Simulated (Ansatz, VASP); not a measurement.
Ti in VASP and in Ansatz

Contents of INCAR:

```
ALGO = Fast
EDIFF = 1E-6
ENCUT = 520
GGA = PS
ISIF = 2
ISMEAR = -1
LASPH = True
LCHARG = False
LREAL = False
LWAVE = False
NBANDS = 19
NELM = 100
PREC = Accurate
SIGMA = 0.05
```

Contents of KPOINTS:

```
k-points
0
Gamma
  10 10 6
```

The input POSCAR:

```
Ti
1.0
    2.8897790207      0.0000000000      0.0000000000
   -1.4448895104      2.5026220433      0.0000000000
    0.0000000000      0.0000000000      4.5844629888
Ti
2
Direct
    0.6666666667      0.3333333333      0.7500000000
    0.3333333333      0.6666666667      0.2500000000
```

Contents of input.yaml:

```yaml
crystal:
  lattice:
    - [2.8897790207, 0.0, 0.0]
    - [-1.4448895104, 2.5026220433, 0.0]
    - [0.0, 0.0, 4.5844629888]
  atoms:
    - { symbol: Ti, position: [0.6666666667, 0.3333333333, 0.75] }
    - { symbol: Ti, position: [0.3333333333, 0.6666666667, 0.25] }
kpoints:
  mp_grid: { grid: [10, 10, 6] }
scf:
  occupations: { method: fermi_dirac, width: 0.05 }
hamiltonian:
  xc: pbesol
  pseudopotentials: { kind: all_electron, lapw: { basis_error: 0.0005 } }
output:
  forces: true
  stress: true
  eigenvalues: true
```

Change from the starting cell: volume scaled by 0.94.

Alike in both runs: task single point; functional PBEsol; k mesh 10 × 10 × 6; occupations fermi-dirac, width 0.05 eV; no spin polarisation.

|  | VASP | Ansatz |
| --- | --- | --- |
| version | VASP 6.6.1 | Ansatz 0.2.0 |
| potentials or method | VASP PAW PBE potentials, release 64 (Ti_sv) | all-electron LAPW, scalar-relativistic |
| plane-wave cutoff (eV) | 520 | see its input |

Ansatz gave:

```
gap on the k mesh at the Fermi level (eV)       : none
pressure (GPa)                                  : 1.1
largest component of the traceless stress (GPa) : 0.41
```

Problem. Which values does VASP return?

Solution. gap on the k mesh at the Fermi level (eV): none; pressure (GPa): 0.6; largest component of the traceless stress (GPa): 0.40.

A gap of «none» marks a metal or a gap that the smearing closes. Ansatz ran all-electron here, so the differences hold the error of VASP's frozen core and of both bases.

Caveats: the PAW data sets were made with another functional, which shifts forces and pressure a little (VASP).
